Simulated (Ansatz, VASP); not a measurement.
**One calculation of Pt, two programs**

```
Pt
1.0
    -1.58205    1.58205    1.58205
     1.58205   -1.58205    1.58205
     1.58205    1.58205   -1.58205
Pt
1
Direct
  0.00000 0.00000 0.00000
```

Alike in both runs: functional PBE; k mesh 14 × 14 × 14; occupations fermi-dirac, width 0.05 eV; collinear spin.

Ansatz relaxed the structure, and its values are those at the end. VASP's run is a single point on that final structure, the one shown.

|  | VASP | Ansatz |
| --- | --- | --- |
| version | VASP 6.6.1 | Ansatz 0.2.0 |
| potentials or method | VASP PAW PBE potentials, release 64 (Pt) | plane waves (420 eV) with PAW, scalar-relativistic |
| plane-wave cutoff (eV) | 520 | 420 |
| valence electrons in the cell | 10 | 18 |

|  | VASP | Ansatz | Ansatz less VASP |
| --- | --- | --- | --- |
| pressure (GPa) | -0.5 | 0.0 | +0.46 |
| net moment per atom (μB) | 0.00 | 0.00 | 0.000 |

The functional is the same, so the differences come from potentials, cutoffs and numerics. The two sets of potentials don't hold the same shells in valence. Ansatz warned: «seeded_moment_not_kept».

Spin-orbit coupling is left out, which matters for the levels of Pt.
